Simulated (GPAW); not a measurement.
Input of a GPAW 26.7.0 run:

Contents of run.py:

```python
from ase.calculators.mixing import SumCalculator
from ase.eos import EquationOfState
from ase.io import Trajectory
from ase.spacegroup import crystal
from ase.units import GPa
from dftd3.ase import DFTD3
from gpaw import GPAW, PW, setup_paths

setup_paths.insert(0, '.')

# Cs 1a
# I 1b
atoms = crystal(['Cs', 'I'],
                basis=[[0.0, 0.0, 0.0],
                       [0.5, 0.5, 0.5]],
                spacegroup=221, setting=1,  # Pm-3m
                cellpar=[4.5667, 4.5667, 4.5667, 90.0, 90.0, 90.0],
                primitive_cell=True)

traj = Trajectory('eos.traj', 'w')
volumes, energies = [], []
for x in [0.94, 0.96, 0.98, 1.0, 1.02, 1.04, 1.06]:
    a = atoms.copy()
    a.set_cell(atoms.cell * x**(1 / 3), scale_atoms=True)
    calc = GPAW(mode=PW(600),
                xc='PBEsol',
                kpts={'size': (6, 6, 6), 'gamma': True},
                occupations={'name': 'fermi-dirac', 'width': 0.05},
                nbands=16,
                convergence={'density': 1e-05, 'energy': 1e-05},
                maxiter=150,
                txt=f'eos-{x:.2f}.txt')
    a.calc = SumCalculator([calc, DFTD3(method='pbesol', damping='d3zero')])
    energies.append(a.get_potential_energy())
    volumes.append(a.get_volume())
    p = -a.get_stress()[:3].mean() / GPa
    calc.write(f'eos-{x:.2f}.gpw')
    traj.write(a)
    print(f'{x:.2f} {volumes[-1]:10.4f} A^3 {energies[-1]:14.6f} eV {p:9.3f} GPa', flush=True)

v0, e0, B = EquationOfState(volumes, energies, eos='birchmurnaghan').fit()
print(f'V0 = {v0:.4f} A^3, E0 = {e0:.6f} eV, B0 = {B / GPa:.2f} GPa')
```

Potentials or basis: PAW data sets generated in the run's folder for this functional, pw.

Launch:

```sh
$ gpaw-setup -f PBEsol Cs I
$ OMP_NUM_THREADS=1 python run.py
```

Predict the bulk modulus.

12.2 GPa.

Estimate the equilibrium volume.

45.37 Å³/atom.

Predict the pressure derivative of the bulk modulus.

5.1.

Energy against volume, from the lowest point:
```csv
volume (Å³/atom),energy (meV/atom)
44.762,0.23
45.714,0.00
46.666,1.22
47.619,3.73
48.571,7.35
49.523,11.95
50.476,17.42
```

The run has no spin-orbit coupling, so splittings on Cs, I are missing.
